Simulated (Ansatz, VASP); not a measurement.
One calculation of Be, two programs

```xyz
1
Lattice="0.0000 1.5789 1.5789 1.5789 0.0000 1.5789 1.5789 1.5789 0.0000" Properties=species:S:1:pos:R:3 pbc="T T T"
Be    0.0000    0.0000    0.0000
```

Alike in both runs: task single point; functional PBEsol; k mesh 20 × 20 × 20; occupations fermi-dirac, width 0.08 eV; no spin polarisation.

|  | VASP | Ansatz |
| --- | --- | --- |
| version | VASP 6.6.1 | Ansatz 0.2.0 |
| potentials or method | VASP PAW PBE potentials, release 64 (Be), cutoff 520 eV | all-electron LAPW, scalar-relativistic |

```tsv
	VASP	Ansatz	Ansatz less VASP
pressure (GPa)	-0.8	-1.3	-0.45
```

Ansatz ran all-electron here, so the differences hold the error of VASP's frozen core and of both bases.

Caveats: the PAW data sets were made with another functional, which shifts forces and pressure a little (VASP).
